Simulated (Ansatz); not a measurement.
One change: `NC(N)=O` becomes `NC(=O)[SiH2]F`.

Ansatz, PBE0-D4/def2-TZVP geometries, multiplicity 1. Each molecule was computed in one conformer, which needn't be the lowest.

```json
{"property": "LUMO energy (PBE0/def2-TZVPP) / eV", "`NC(N)=O`": "0.68"}
{"property": "size of the dipole moment (B3LYP/def2-TZVPP) / D", "`NC(N)=O`": "3.82"}
{"property": "HOMO–LUMO gap (ωB97M-V/def2-TZVPP) / eV", "`NC(N)=O`": "11.99"}
{"property": "LUMO energy (PBE/def2-TZVPP) / eV", "`NC(N)=O`": "-0.14"}
{"property": "HOMO energy (PBE0/def2-TZVPP) / eV", "`NC(N)=O`": "-7.49"}
{"property": "HOMO–LUMO gap (PBE/def2-TZVPP) / eV", "`NC(N)=O`": "5.70"}
```

Task: What does the change do to each property? (An estimate is asked.)

Result: Computed: 
```
                                        property  `NC(=O)[SiH2]F`  shift
              LUMO energy (PBE0/def2-TZVPP) / eV            -0.44  -1.12
size of the dipole moment (B3LYP/def2-TZVPP) / D             2.55  -1.27
         HOMO–LUMO gap (ωB97M-V/def2-TZVPP) / eV            11.45  -0.54
               LUMO energy (PBE/def2-TZVPP) / eV            -1.46  -1.32
              HOMO energy (PBE0/def2-TZVPP) / eV            -7.35   0.14
             HOMO–LUMO gap (PBE/def2-TZVPP) / eV             4.39  -1.31
```

With PBE0 the HOMO rises by 0.14 eV and the LUMO falls by 1.12 eV, so the gap narrows by about 1.26 eV. PBE moves the HOMO by -0.01 eV and ωB97M-V by 0.24 eV. The zero-point energy changes by -20.4 kJ/mol with +3 modes. Dipoles are sizes alone; their direction can turn.

B3LYP here is the variant with VWN-RPA as its local correlation; programs differ in this.

Positive LUMOs are unbound, so they and the gaps depend on the basis.
